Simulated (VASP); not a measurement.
# GaAs (F-43m) in VASP: a series of runs

The runs below take GaAs through single point, with HSE06.

Everything below comes from runs of VASP 6.6.1. Logs are shortened: lines on timing, memory, paths and dates and some standing lists are left out, and cuts for length are marked.

## (1) The structure

It takes space group F-43m (No. 216, cubic). Conventional cell: a = 5.654 Å, b = 5.654 Å, c = 5.654 Å, α = 90.00°, β = 90.00°, γ = 90.00°. Around As (site symmetry -43m) lie 4 Ga at 2.45 Å. Around Ga (site symmetry -43m) lie 4 As at 2.45 Å.

## (2) Single point, HSE06

The input, POSCAR:

```
GaAs
1.0
    0.0000000000      2.8268500000      2.8268500000
    2.8268500000      0.0000000000      2.8268500000
    2.8268500000      2.8268500000      0.0000000000
As Ga
1 1
Direct
    0.7500000000      0.7500000000      0.7500000000
    0.0000000000      0.0000000000      0.0000000000
```

The input, INCAR.step1:

```
  PREC = Accurate
  ENCUT = 350
  EDIFF = 1E-5
  ISMEAR = 0
  SIGMA = 0.01
  LREAL = False
  LASPH = True
  NELM = 100
  ALGO = Normal
  ISIF = 2
  LWAVE = True
  LCHARG = False
  NKRED = 1
  NBANDS = 17
  GGA = PE
```

The input, INCAR.step2:

```
  PREC = Accurate
  ENCUT = 350
  EDIFF = 1E-6
  ISMEAR = 0
  SIGMA = 0.01
  LREAL = False
  LASPH = True
  NELM = 100
  ALGO = Normal
  ISIF = 2
  LWAVE = False
  LCHARG = False
  GGA = PE
  LHFCALC = True
  HFSCREEN = 0.2
  PRECFOCK = Medium
  NKRED = 1
  NBANDS = 17
  ISTART = 1
```

The input, KPOINTS:

```
Automatic mesh
0
Gamma
  4 4 4
```

Potentials or basis: VASP PAW PBE potentials, release 64 (As, Ga_d).

Run with:

```
$ cat potpaw_PBE.64/As/POTCAR potpaw_PBE.64/Ga_d/POTCAR > POTCAR
$ cp INCAR.step1 INCAR
$ mpirun -np 1 vasp_std > vasp.out
$ cp INCAR.step2 INCAR
$ mpirun -np 1 vasp_std > vasp.out
```

OUTCAR:

```text
PREC = Accurate
   ENCUT = 350
   EDIFF = 1E-6
   ISMEAR = 0
   LREAL = False
   LASPH = True
   NELM = 100
   ISIF = 2
   GGA = PE
   LHFCALC = True
   HFSCREEN = 0.2
   PRECFOCK = Medium
   NKRED = 1
   ISTART = 1

 Found      8 irreducible k-points:

 Following reciprocal coordinates:
            Coordinates               Weight
  0.000000  0.000000  0.000000      1.000000
  0.250000  0.000000  0.000000      8.000000
  0.500000  0.000000  0.000000      4.000000
  0.250000  0.250000  0.000000      6.000000
  0.500000  0.250000  0.000000     24.000000
 -0.250000  0.250000  0.000000     12.000000
   k-points           NKPTS =      8   k-points in BZ     NKDIM =     64   number of bands    NBANDS=     17
   number of dos      NEDOS =    301   number of ions     NIONS =      2
   total plane-waves  NPLWV =  13824
   dimension x,y,z NGX =    24 NGY =   24 NGZ =   24
   dimension x,y,z NGXF=    48 NGYF=   48 NGZF=   48
   ions per type =               1   1
   NGX,Y,Z   is equivalent  to a cutoff of   9.98,  9.98,  9.98 a.u.
   NGXF,Y,Z  is equivalent  to a cutoff of  19.96, 19.96, 19.96 a.u.
 SYSTEM =  unknown system
   PREC   = accura    normal or accurate (medium, high low for compatibility)
   ISTART =      1    job   : 0-new  1-cont  2-samecut
   ICHARG =      0    charge: 1-file 2-atom 10-const
   ISPIN  =      1    spin polarized calculation?
   LNONCOLLINEAR =      F non collinear calculations
   LSORBIT =      F    spin-orbit coupling
   LASPH  =      T    aspherical Exc in radial PAW
   ENCUT  =  350.0 eV  25.72 Ry    5.07 a.u.   6.10  6.10  6.10*2*pi/ulx,y,z
   NELM   =    100;   NELMIN=  2; NELMDL=  0     # of ELM steps
   EDIFF  = 0.1E-05   stopping-criterion for ELM
   LREAL  =      F    real-space projection
   EDIFFG = 0.1E-04   stopping-criterion for IOM
   NSW    =      0    number of steps for IOM
   IBRION =     -1    ionic relax: 0-MD 1-quasi-New 2-CG
   NFREE  =      0    steps in history (QN), initial steepest desc. (CG)
   ISIF   =      2    stress and relaxation
   ISYM   =      3    0-nonsym 1-usesym 2-fastsym
   POTIM  = 0.5000    time-step for ionic-motion
   TEBEG  =    0.0;   TEEND  =   0.0 temperature during run
   PSTRESS=    0.0 pullay stress
   NELECT =      18.0000    total number of electrons
   NUPDOWN=      -1.0000    fix difference up-down
   EMIN   =  10.00;   EMAX   =-10.00  energy-range for DOS
   EFERMI =   0.00;   METHOD = LEGACY
   ISMEAR =     0;   SIGMA  =   0.01  broadening in eV -4-tet -1-fermi 0-gaus
   EFERMI_NEDOS =   21; number of points for ismear=-14 and -15
   IALGO  =     38    algorithm
   IMIX   =      1    mixing-type and parameters
     AMIX     =   0.40;   BMIX     =  1.00
     AMIX_MAG =   1.60;   BMIX_MAG =  1.00
  volume/ion in A,a.u.               =      22.59       152.44
  Fermi-wavevector in a.u.,A,eV,Ry     =   1.204628  2.276417 19.743799  1.451128
  Thomas-Fermi vector in A             =   2.340347
   LORBIT       =      0    0 simple, 1 ext, 2 COOP (PROOUT), +10 PAW based schemes
   GGA     = PE    functional components
   LHFCALC =     T    Hartree Fock is set to
   PRECFOCK=medium    Normal, Fast or Accurate (Low or Medium for compatibility)
   ENCUT4O =  -1.0   cutoff for four orbital integrals eV
   NKREDX  =     1    reduce k-point grid by
   NKREDY  =     1    reduce k-point grid by
   NKREDZ  =     1    reduce k-point grid by
   AEXX    =    0.2500 exact exchange contribution
   HFSCREEN=    0.2000 screening length (either q_TF or 0.3 A-1)
   HFSCREENC=   0.2000 screening length for correlation (either q_TF or 0.3 A-1)
   ENCUTFOCK=  -1.0 apply spherical cutoff to Coloumb kernel
   IVDW    =     0    specifies the selected vdW correction
   LEPSILON=     F    determine dielectric tensor
   LRPA    =     F    only Hartree local field effects (RPA)
 non-spin polarized calculation
 Gauss-broadening in eV      SIGMA  =   0.01
  energy-cutoff  :      350.00
  volume of cell :       45.18
 maximum number of plane-waves:       692

 number of electron      18.0000029 magnetization

 Free energy of the ion-electron system (eV)
  ---------------------------------------------------
  ext. energy  EPLUGINS =         0.00000000
  ---------------------------------------------------
  free energy    TOTEN  =        -9.73671173 eV

  energy without entropy =       -9.73671173  energy(sigma->0) =       -9.73671173

 E-fermi :   3.5979     XC(G=0):  -7.9353

 val. band max:        3.5089538204   @ k =   0.0000   0.0000   0.0000
 cond. band min:       4.9974773134   @ k =   0.0000   0.0000   0.0000
 fundamental gap:      1.4885234930
 Fermi energy:         3.5979317338

 k-point     1 :       0.0000    0.0000    0.0000
  band No.  band energies     occupation
      1     -13.8719      2.00000
      2     -13.8719      2.00000
      3     -13.8719      2.00000
      4     -13.7912      2.00000
      5     -13.7912      2.00000
      6     -10.4320      2.00000
[... 9 lines left out ...]
     16      14.6273      0.00000
     17      16.1047      0.00000

 k-point     2 :       0.2500    0.0000    0.0000
  band No.  band energies     occupation
      1     -13.8989      2.00000
      2     -13.8618      2.00000
      3     -13.8618      2.00000
      4     -13.7912      2.00000
      5     -13.7912      2.00000
      6      -9.6844      2.00000
[... 9 lines left out ...]
     16      13.4826      0.00000
     17      16.6145      0.00000

 k-point     3 :       0.5000    0.0000    0.0000
  band No.  band energies     occupation
      1     -13.9245      2.00000
      2     -13.8537      2.00000
      3     -13.8537      2.00000
      4     -13.7887      2.00000
      5     -13.7887      2.00000
      6      -8.5094      2.00000
[... 9 lines left out ...]
     16      16.5756      0.00000
     17      17.4087      0.00000

 k-point     4 :       0.2500    0.2500    0.0000
  band No.  band energies     occupation
      1     -13.9168      2.00000
      2     -13.8506      2.00000
      3     -13.8506      2.00000
      4     -13.8011      2.00000
      5     -13.7859      2.00000
      6      -9.4256      2.00000
[... 9 lines left out ...]
     16      16.1243      0.00000
     17      18.3112      0.00000

 k-point     5 :       0.5000    0.2500    0.0000
  band No.  band energies     occupation
      1     -13.9361      2.00000
      2     -13.8442      2.00000
      3     -13.8403      2.00000
      4     -13.8011      2.00000
      5     -13.7856      2.00000
      6      -8.1872      2.00000
[... 9 lines left out ...]
     16      17.3280      0.00000
     17      17.8201      0.00000

 k-point     6 :      -0.2500    0.2500    0.0000
  band No.  band energies     occupation
      1     -13.9233      2.00000
      2     -13.8504      2.00000
      3     -13.8495      2.00000
      4     -13.7930      2.00000
      5     -13.7915      2.00000
      6      -8.6454      2.00000
[... 9 lines left out ...]
     16      17.4261      0.00000
     17      17.9257      0.00000

 [... further k-points ...]
[... 5 lines left out ...]
  --------------------------------------------------------------------------------------
  -------------------------------------------------------------------------------------
  Total        0.3112280      0.3112280      0.3112280     -0.0000000      0.0000000      0.0000000
  in kB       11.0369980     11.0369980     11.0369980     -0.0000000      0.0000000      0.0000000
  external PRESSURE =      11.0369980 kB  Pullay stress =       0.0000000 kB

 VOLUME and BASIS-vectors are now :
 -----------------------------------------------------------------------------
  energy-cutoff  :      350.00
  volume of cell :       45.18
      direct lattice vectors                 reciprocal lattice vectors
     0.000000000  2.826850000  2.826850000    -0.176875321  0.176875321  0.176875321
     2.826850000  0.000000000  2.826850000     0.176875321 -0.176875321  0.176875321
     2.826850000  2.826850000  0.000000000     0.176875321  0.176875321 -0.176875321

 POSITION                                       TOTAL-FORCE (eV/Angst)
 -----------------------------------------------------------------------------------
      4.24027      4.24027      4.24027        -0.000000      0.000000      0.000000
      0.00000      0.00000      0.00000         0.000000     -0.000000     -0.000000
 -----------------------------------------------------------------------------------
    total drift:                               -0.000091     -0.000092     -0.000064

  FREE ENERGIE OF THE ION-ELECTRON SYSTEM (eV)
  ---------------------------------------------------
  free  energy   TOTEN  =        -9.7367117298 eV

  energy  without entropy=       -9.7367117298  energy(sigma->0) =       -9.73671173
```

It took 3 min on 1 thread of Intel Xeon 6975P-C (Granite Rapids), shared host; peak memory 0.24 GiB.

The run converged, but some of its settings lie outside the range that counts as converged, so its numbers aren't taken as properties of the crystal.

What came out:

* Free energy: -9.7367 eV
* Pressure: 1.1 GPa
* Band gap on the k mesh: 1.49 eV, direct

Caveat: the k mesh is coarse (spacing up to 0.48 Å⁻¹), so the values aren't converged, least of all with exact exchange; the cutoff is under 1.25 times the usual one of these potentials, so pressure, stress and relaxed cells hold a basis-set (Pulay) error; the PAW data sets were made with another functional, which shifts forces and pressure a little.

## (3) Single point, HSE06

POSCAR is that of step 2.

INCAR.step1: that of step 2 with these lines changed.

```diff
@@ -1,3 +1,3 @@
   PREC = Accurate
-  ENCUT = 350
+  ENCUT = 400
   EDIFF = 1E-5
```

INCAR.step2: that of step 2 with these lines changed.

```diff
@@ -1,3 +1,3 @@
   PREC = Accurate
-  ENCUT = 350
+  ENCUT = 400
   EDIFF = 1E-6
@@ -15,3 +15,3 @@
   HFSCREEN = 0.2
-  PRECFOCK = Medium
+  PRECFOCK = Fast
   NKRED = 1
```

KPOINTS is that of step 2.

Potentials or basis: VASP PAW PBE potentials, release 64 (As, Ga_d).

Run with:

```
$ cat potpaw_PBE.64/As/POTCAR potpaw_PBE.64/Ga_d/POTCAR > POTCAR
$ cp INCAR.step1 INCAR
$ mpirun -np 1 vasp_std > vasp.out
$ cp INCAR.step2 INCAR
$ mpirun -np 1 vasp_std > vasp.out
```

Run time: 76 s. Hardware: 1 thread of Intel Xeon 6975P-C (Granite Rapids), shared host; peak memory 0.26 GiB.

The run converged, but some of its settings lie outside the range that counts as converged, so its numbers aren't taken as properties of the crystal.

What came out:

- Free energy: -9.7383 eV
- Pressure: 1.0 GPa
- Band gap on the k mesh: 1.49 eV, direct

Caveat: the k mesh is coarse (spacing up to 0.48 Å⁻¹), so the values aren't converged, least of all with exact exchange; the PAW data sets were made with another functional, which shifts forces and pressure a little.

## (4) Single point, HSE06

POSCAR is that of step 3.

INCAR.step1: that of step 3 with these lines changed.

```diff
@@ -1,3 +1,3 @@
   PREC = Accurate
-  ENCUT = 400
+  ENCUT = 350
   EDIFF = 1E-5
```

INCAR.step2: that of step 3 with these lines changed.

```diff
@@ -1,3 +1,3 @@
   PREC = Accurate
-  ENCUT = 400
+  ENCUT = 350
   EDIFF = 1E-6
```

The input, KPOINTS:

```
Automatic mesh
0
Gamma
  5 5 5
```

Potentials or basis: VASP PAW PBE potentials, release 64 (As, Ga_d).

Run with:

```
$ cat potpaw_PBE.64/As/POTCAR potpaw_PBE.64/Ga_d/POTCAR > POTCAR
$ cp INCAR.step1 INCAR
$ mpirun -np 1 vasp_std > vasp.out
$ cp INCAR.step2 INCAR
$ mpirun -np 1 vasp_std > vasp.out
```

OUTCAR:

```text
PREC = Accurate
   ENCUT = 350
   EDIFF = 1E-6
   ISMEAR = 0
   LREAL = False
   LASPH = True
   NELM = 100
   ISIF = 2
   GGA = PE
   LHFCALC = True
   HFSCREEN = 0.2
   PRECFOCK = Fast
   NKRED = 1
   ISTART = 1

 Found     10 irreducible k-points:

 Following reciprocal coordinates:
            Coordinates               Weight
  0.000000  0.000000  0.000000      1.000000
  0.200000  0.000000  0.000000      8.000000
  0.400000  0.000000  0.000000      8.000000
  0.200000  0.200000  0.000000      6.000000
  0.400000  0.200000  0.000000     24.000000
 -0.400000  0.200000  0.000000     24.000000
   k-points           NKPTS =     10   k-points in BZ     NKDIM =    125   number of bands    NBANDS=     17
   number of dos      NEDOS =    301   number of ions     NIONS =      2
   total plane-waves  NPLWV =  13824
   dimension x,y,z NGX =    24 NGY =   24 NGZ =   24
   dimension x,y,z NGXF=    48 NGYF=   48 NGZF=   48
   ions per type =               1   1
   NGX,Y,Z   is equivalent  to a cutoff of   9.98,  9.98,  9.98 a.u.
   NGXF,Y,Z  is equivalent  to a cutoff of  19.96, 19.96, 19.96 a.u.
 SYSTEM =  unknown system
   PREC   = accura    normal or accurate (medium, high low for compatibility)
   ISTART =      1    job   : 0-new  1-cont  2-samecut
   ICHARG =      0    charge: 1-file 2-atom 10-const
   ISPIN  =      1    spin polarized calculation?
   LNONCOLLINEAR =      F non collinear calculations
   LSORBIT =      F    spin-orbit coupling
   LASPH  =      T    aspherical Exc in radial PAW
   ENCUT  =  350.0 eV  25.72 Ry    5.07 a.u.   6.10  6.10  6.10*2*pi/ulx,y,z
   NELM   =    100;   NELMIN=  2; NELMDL=  0     # of ELM steps
   EDIFF  = 0.1E-05   stopping-criterion for ELM
   LREAL  =      F    real-space projection
   EDIFFG = 0.1E-04   stopping-criterion for IOM
   NSW    =      0    number of steps for IOM
   IBRION =     -1    ionic relax: 0-MD 1-quasi-New 2-CG
   NFREE  =      0    steps in history (QN), initial steepest desc. (CG)
   ISIF   =      2    stress and relaxation
   ISYM   =      3    0-nonsym 1-usesym 2-fastsym
   POTIM  = 0.5000    time-step for ionic-motion
   TEBEG  =    0.0;   TEEND  =   0.0 temperature during run
   PSTRESS=    0.0 pullay stress
   NELECT =      18.0000    total number of electrons
   NUPDOWN=      -1.0000    fix difference up-down
   EMIN   =  10.00;   EMAX   =-10.00  energy-range for DOS
   EFERMI =   0.00;   METHOD = LEGACY
   ISMEAR =     0;   SIGMA  =   0.01  broadening in eV -4-tet -1-fermi 0-gaus
   EFERMI_NEDOS =   21; number of points for ismear=-14 and -15
   IALGO  =     38    algorithm
   IMIX   =      1    mixing-type and parameters
     AMIX     =   0.40;   BMIX     =  1.00
     AMIX_MAG =   1.60;   BMIX_MAG =  1.00
  volume/ion in A,a.u.               =      22.59       152.44
  Fermi-wavevector in a.u.,A,eV,Ry     =   1.204628  2.276417 19.743799  1.451128
  Thomas-Fermi vector in A             =   2.340347
   LORBIT       =      0    0 simple, 1 ext, 2 COOP (PROOUT), +10 PAW based schemes
   GGA     = PE    functional components
   LHFCALC =     T    Hartree Fock is set to
   PRECFOCK=fast      Normal, Fast or Accurate (Low or Medium for compatibility)
   ENCUT4O =  -1.0   cutoff for four orbital integrals eV
   NKREDX  =     1    reduce k-point grid by
   NKREDY  =     1    reduce k-point grid by
   NKREDZ  =     1    reduce k-point grid by
   AEXX    =    0.2500 exact exchange contribution
   HFSCREEN=    0.2000 screening length (either q_TF or 0.3 A-1)
   HFSCREENC=   0.2000 screening length for correlation (either q_TF or 0.3 A-1)
   ENCUTFOCK=  -1.0 apply spherical cutoff to Coloumb kernel
   IVDW    =     0    specifies the selected vdW correction
   LEPSILON=     F    determine dielectric tensor
   LRPA    =     F    only Hartree local field effects (RPA)
 non-spin polarized calculation
 Gauss-broadening in eV      SIGMA  =   0.01
  energy-cutoff  :      350.00
  volume of cell :       45.18
 maximum number of plane-waves:       685
  NGX = 14; NGY = 14; NGZ = 14

 number of electron      18.0000029 magnetization

 Free energy of the ion-electron system (eV)
  ---------------------------------------------------
  ext. energy  EPLUGINS =         0.00000000
  ---------------------------------------------------
  free energy    TOTEN  =        -9.83931088 eV

  energy without entropy =       -9.83931088  energy(sigma->0) =       -9.83931088

 E-fermi :   3.5517     XC(G=0):  -7.9488

 val. band max:        3.5016195967   @ k =   0.0000   0.0000   0.0000
 cond. band min:       4.9504101806   @ k =   0.0000   0.0000   0.0000
 fundamental gap:      1.4487905839
 Fermi energy:         3.5517484611

 k-point     1 :       0.0000    0.0000    0.0000
  band No.  band energies     occupation
      1     -13.8688      2.00000
      2     -13.8687      2.00000
      3     -13.8687      2.00000
      4     -13.7880      2.00000
      5     -13.7880      2.00000
      6     -10.4603      2.00000
[... 9 lines left out ...]
     16      14.6167      0.00000
     17      16.0913      0.00000
[... 83 lines left out ...]
      1     -13.9281      2.00000
      2     -13.8457      2.00000
      3     -13.8425      2.00000
      4     -13.7909      2.00000
      5     -13.7864      2.00000
      6      -8.2487      2.00000
[... 9 lines left out ...]
     16      16.1673      0.00000
     17      19.1707      0.00000

 [... further k-points ...]
[... 5 lines left out ...]
  --------------------------------------------------------------------------------------
  -------------------------------------------------------------------------------------
  Total        0.2382149      0.2382149      0.2382149      0.0000000      0.0000000      0.0000000
  in kB        8.4477531      8.4477531      8.4477531      0.0000000      0.0000000      0.0000000
  external PRESSURE =       8.4477531 kB  Pullay stress =       0.0000000 kB

 VOLUME and BASIS-vectors are now :
 -----------------------------------------------------------------------------
  energy-cutoff  :      350.00
  volume of cell :       45.18
      direct lattice vectors                 reciprocal lattice vectors
     0.000000000  2.826850000  2.826850000    -0.176875321  0.176875321  0.176875321
     2.826850000  0.000000000  2.826850000     0.176875321 -0.176875321  0.176875321
     2.826850000  2.826850000  0.000000000     0.176875321  0.176875321 -0.176875321

 POSITION                                       TOTAL-FORCE (eV/Angst)
 -----------------------------------------------------------------------------------
      4.24027      4.24027      4.24027         0.000000      0.000000      0.000000
      0.00000      0.00000      0.00000        -0.000000     -0.000000     -0.000000
 -----------------------------------------------------------------------------------
    total drift:                               -0.000073     -0.000054     -0.000043

  FREE ENERGIE OF THE ION-ELECTRON SYSTEM (eV)
  ---------------------------------------------------
  free  energy   TOTEN  =        -9.8393108755 eV

  energy  without entropy=       -9.8393108755  energy(sigma->0) =       -9.83931088
```

OUTCAR.step1:

```text
PREC = Accurate
   ENCUT = 350
   EDIFF = 1E-5
   ISMEAR = 0
   LREAL = False
[... 233 lines left out ...]
      4.24027      4.24027      4.24027         0.000000      0.000000      0.000000
      0.00000      0.00000      0.00000        -0.000000     -0.000000     -0.000000
 -----------------------------------------------------------------------------------
    total drift:                               -0.000008     -0.000008     -0.000007

  FREE ENERGIE OF THE ION-ELECTRON SYSTEM (eV)
  ---------------------------------------------------
  free  energy   TOTEN  =        -8.1883898605 eV

  energy  without entropy=       -8.1883898605  energy(sigma->0) =       -8.18838986
```

Run time: 1.9 min. Hardware: 1 thread of Intel Xeon 6975P-C (Granite Rapids), shared host; peak memory 0.24 GiB.

The run converged, but some of its settings lie outside the range that counts as converged, so its numbers aren't taken as properties of the crystal.

Results:

* Free energy: -9.8393 eV
* Pressure: 0.8 GPa
* Band gap on the k mesh: 1.45 eV, direct

Caveat: the cutoff is under 1.25 times the usual one of these potentials, so pressure, stress and relaxed cells hold a basis-set (Pulay) error; the PAW data sets were made with another functional, which shifts forces and pressure a little; an odd mesh through Γ misses points on the zone boundary, where band edges often lie.
